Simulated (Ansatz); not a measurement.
Crystal: TiB2.

```
Ti B
1.0
     3.02920    0.00000    0.00000
    -1.51460    2.62336    0.00000
     0.00000    0.00000    3.22840
Ti B
1 2
Cartesian
  0.0000 0.0000 0.0000
  1.5146 0.8745 1.6142
  0.0000 1.7489 1.6142
```

Base run:

```yaml
Program: Ansatz 0.2.0
Functional: LDA
Potentials_or_basis: Ansatz PAW
Cutoff: "420 eV (not typed: the program's choice for these potentials)"
k_mesh: 10 × 10 × 8
Occupations: fermi-dirac, width 0.05 eV
Spin: no spin polarisation
```

Its results: band gap on the k mesh none (metal or under the smearing width); pressure -11.2 GPa.

Question: The run is repeated on the same cell with these changes: functional from LDA to revPBE. What comes out?

Answer: Band gap on the k mesh none (metal or under the smearing width); pressure 3.8 GPa.

revPBE binds less tightly than LDA, so the same cell stands under more pressure.

Caveats: the PAW data sets come from PBE, with cores solved anew for the run's functional, which leaves a small shift of forces and pressure.
